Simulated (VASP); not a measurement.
# ZnS (Wurtzite-2H) (P6_3mc) in VASP: further runs, part 2 of 2

VASP 6.6.1. Earlier steps stand in the parts before.

**3. Relaxation of cell and atoms, PBEsol**

This run uses another cell than the first one, of 19.60 Å³/atom, 1.020 times its volume.

File INCAR:

```
PREC = Accurate
ENCUT = 600
EDIFF = 1E-6
ISMEAR = 1
SIGMA = 0.01
LREAL = False
LASPH = True
NELM = 80
ALGO = Normal
ISIF = 3
LWAVE = False
LCHARG = False
GGA = PS
IBRION = 2
NSW = 80
EDIFFG = -0.005
```

File KPOINTS:

```
regular mesh
0
Gamma
  6 6 4
```

File POSCAR:

```
ZnS
1.0
    3.8110000000      0.0000000000      0.0000000000
   -1.9055000000      3.3004200000      0.0000000000
    0.0000000000      0.0000000000      6.2340000000
Zn S
2 2
Direct
    0.3333333333      0.6666666667      0.0000000000
    0.6666666667      0.3333333333      0.5000000000
    0.3333333333      0.6666666667      0.3850000000
    0.6666666667      0.3333333333      0.8850000000
```

Potentials or basis: VASP PAW PBE potentials, release 64 (Zn, S).

On the command line:

```sh
cat potpaw_PBE.64/Zn/POTCAR potpaw_PBE.64/S/POTCAR > POTCAR
mpirun -np 1 vasp_std > vasp.out
```

OUTCAR:

```text
PREC = Accurate
   ENCUT = 600
   EDIFF = 1E-6
   ISMEAR = 1
   LREAL = False
   LASPH = True
   NELM = 80
   ISIF = 3
   GGA = PS
   IBRION = 2
   NSW = 80
   EDIFFG = -0.005

 ion  position               nearest neighbor table
   1  0.333  0.667  0.000-   4 2.31   4 2.31   4 2.31   3 2.40
   2  0.667  0.333  0.500-   3 2.31   3 2.31   3 2.31   4 2.40
   3  0.333  0.667  0.385-   2 2.31   2 2.31   2 2.31   1 2.40
   4  0.667  0.333  0.885-   1 2.31   1 2.31   1 2.31   2 2.40

  LATTYP: Found a hexagonal cell.
 ALAT       =     3.8110000000
 C/A-ratio  =     1.6357911309

  Lattice vectors:

 A1 = (   3.8110000000,   0.0000000000,   0.0000000000)
 A2 = (  -1.9055000000,   3.3004200000,   0.0000000000)
 A3 = (   0.0000000000,   0.0000000000,   6.2340000000)

Analysis of symmetry for initial positions (statically):
=====================================================================
 Subroutine PRICEL returns:
 Original cell was already a primitive cell.

 Routine SETGRP: Setting up the symmetry group for a
 hexagonal supercell.

 Subroutine GETGRP returns: Found 12 space group operations
 (whereof  6 operations were pure point group operations)
 out of a pool of 24 trial point group operations.

The static configuration has the point symmetry C_3v.
 The point group associated with its full space group is C_6v.

Analysis of symmetry for dynamics (positions and initial velocities):
=====================================================================
 Subroutine PRICEL returns:
 Original cell was already a primitive cell.

 Routine SETGRP: Setting up the symmetry group for a
 hexagonal supercell.

 Subroutine GETGRP returns: Found 12 space group operations
 (whereof  6 operations were pure point group operations)
 out of a pool of 24 trial point group operations.

The dynamic configuration has the point symmetry C_3v.
 The point group associated with its full space group is C_6v.

[... 119 lines left out ...]
  volume/ion in A,a.u.               =      19.60       132.29
  Fermi-wavevector in a.u.,A,eV,Ry     =   1.262944  2.386618 21.701659  1.595027
  Thomas-Fermi vector in A             =   2.396326
   LORBIT       =      0    0 simple, 1 ext, 2 COOP (PROOUT), +10 PAW based schemes
   GGA     = PS    functional components
   LHFCALC =     F    Hartree Fock is set to
   AEXX    =    0.0000 exact exchange contribution
   IVDW    =     0    specifies the selected vdW correction
   LEPSILON=     F    determine dielectric tensor
   LRPA    =     F    only Hartree local field effects (RPA)
 conjugate gradient relaxation of ions
 non-spin polarized calculation
 Methfessel and Paxton  Order N= 1 SIGMA  =   0.01
  energy-cutoff  :      600.00
  volume of cell :       78.41
 maximum number of plane-waves:      2647
   NGX = 15   NGY = 15   NGZ = 25

--------------------------------------- Ionic step        1  -------------------------------------------

 number of electron      36.0000045 magnetization

 Free energy of the ion-electron system (eV)
  ---------------------------------------------------
  ext. energy  EPLUGINS =         0.00000000
  ---------------------------------------------------
  free energy    TOTEN  =       -15.13848931 eV

  energy without entropy =      -15.13849776  energy(sigma->0) =      -15.13849213

------------------------ aborting loop because EDIFF is reached ----------------------------------------

  FORCE on cell =-STRESS in cart. coord.  units (eV):
  Direction    XX          YY          ZZ          XY          YZ          ZX
  --------------------------------------------------------------------------------------
  -------------------------------------------------------------------------------------
  Total       -0.2197034     -0.2197030     -1.1472392      0.0000000     -0.0000000     -0.0000000
  in kB       -4.4892356     -4.4892280    -23.4417260      0.0000000     -0.0000000     -0.0000000
  external PRESSURE =     -10.8067298 kB  Pullay stress =       0.0000000 kB
[... 95 lines left out ...]
  FREE ENERGIE OF THE ION-ELECTRON SYSTEM (eV)
  ---------------------------------------------------
  free  energy   TOTEN  =       -15.1586868816 eV

  energy  without entropy=      -15.1586868816  energy(sigma->0) =      -15.15868688

[... ionic steps 4 to 8 ...]

--------------------------------------- Ionic step        9  -------------------------------------------

 number of electron      35.9999995 magnetization

------------------------ aborting loop because EDIFF is reached ----------------------------------------
[... 71 lines left out ...]
--------------------------------------- Ionic step       11  -------------------------------------------

 number of electron      35.9999995 magnetization

 Free energy of the ion-electron system (eV)
  ---------------------------------------------------
  ext. energy  EPLUGINS =         0.00000000
  ---------------------------------------------------
  free energy    TOTEN  =       -15.16437497 eV

  energy without entropy =      -15.16438303  energy(sigma->0) =      -15.16437766

 E-fermi :   2.2629     XC(G=0):  -9.9514

 val. band max:        2.2545234194   @ k =   0.0000   0.0000   0.0000
 cond. band min:       4.4053336677   @ k =   0.0000   0.0000   0.0000
 fundamental gap:      2.1508102484
 Fermi energy:         2.2629412740

 k-point     1 :       0.0000    0.0000    0.0000
  band No.  band energies     occupation
      1     -11.0936      2.00000
      2     -10.1010      2.00000
      3      -4.2240      2.00000
      4      -4.2080      2.00000
      5      -4.2080      2.00000
      6      -4.1228      2.00000
[... 545 lines left out ...]
  FREE ENERGIE OF THE ION-ELECTRON SYSTEM (eV)
  ---------------------------------------------------
  free  energy   TOTEN  =       -15.1643749734 eV

  energy  without entropy=      -15.1643830260  energy(sigma->0) =      -15.16437766

 reached required accuracy - stopping structural energy minimisation
```

Wall time 1.9 min (1 thread of Intel Xeon 6975P-C (Granite Rapids), shared host); peak memory 0.21 GiB.

Results:

- Free energy: -15.1644 eV
- Relaxed volume: 19.27 Å³/atom
- Relaxed cell: a = 3.786 Å, b = 3.786 Å, c = 6.211 Å, α = 90.00°, β = 90.00°, γ = 120.00°
- Space group after relaxing (to 0.05 Å): P6_3mc (No. 186)
- Energy gained by relaxing: 6.5 meV/atom
- Ionic steps: 11
- Pressure after relaxing: 0.0 GPa
- Band gap on the k mesh: 2.15 eV, direct

Forces on the atoms (eV/Å):
```
Zn   0.000  0.000  0.003
Zn   0.000  0.000  0.003
S    0.000  0.000 -0.003
S    0.000  0.000 -0.003
```

The path:
```
step  energy change (eV)  largest force (eV/Å)  pressure (GPa)  volume (Å³)
   1              0.0000                0.3096           -1.08        78.41
   2             -0.0201                0.1180            0.23        76.92
   3             -0.0202                0.0979            0.31        76.79
   4             -0.0233                0.0475            0.04        77.07
   5             -0.0245                0.0029           -0.21        77.30
   6             -0.0247                0.0164           -0.26        77.40
   7             -0.0259                0.0099            0.04        77.11
   8             -0.0259                0.0071           -0.08        77.14
   9             -0.0259                0.0076           -0.03        77.14
  10             -0.0259                0.0004            0.07        77.08
  11             -0.0259                0.0025            0.02        77.10
```

Final structure:
```
CELL_PARAMETERS angstrom
3.78574 0.00000 0.00000
-1.89287 3.27854 0.00000
0.00000 0.00000 6.21147
ATOMIC_POSITIONS crystal
Zn 0.33333 0.66667 0.00537
Zn 0.66667 0.33333 0.50537
S 0.33333 0.66667 0.37963
S 0.66667 0.33333 0.87963
```

Levels at points of the mesh, in eV from the valence-band top:
| k point | band 14 | band 15 | band 16 | band 17 | band 18 | band 19 | band 20 | band 21 | band 22 |
| --- | --- | --- | --- | --- | --- | --- | --- | --- | --- |
| (0.00, 0.00, 0.00) | -0.93 | -0.93 | -0.09 | 0.00 | 0.00 | 2.15 | 3.02 | 6.20 | 6.20 |
| (0.50, 0.00, 0.00) | -4.25 | -3.42 | -2.34 | -1.79 | -0.92 | 3.52 | 4.20 | 4.97 | 6.80 |
| (0.00, 0.00, 0.50) | -2.96 | -0.49 | -0.49 | -0.49 | -0.49 | 3.50 | 3.50 | 6.67 | 6.67 |
| (0.50, 0.00, 0.50) | -5.02 | -1.71 | -1.71 | -1.69 | -1.69 | 3.41 | 3.41 | 5.10 | 5.10 |

Caveat: the PAW data sets were made with another functional, which shifts forces and pressure a little. Expect the measured gap to be larger: semilocal functionals such as PBEsol lack the derivative discontinuity.

**4. How close it comes**

Step 2. Against the measured gap of ZnS, 3.911 eV (direct; 4 K; a printed reference work, monograph), the calculated 2.16 eV is off by -1.75 eV. The value is that of PBEsol, without temperature or zero-point motion. Semilocal functionals fall short of measured gaps as a rule.
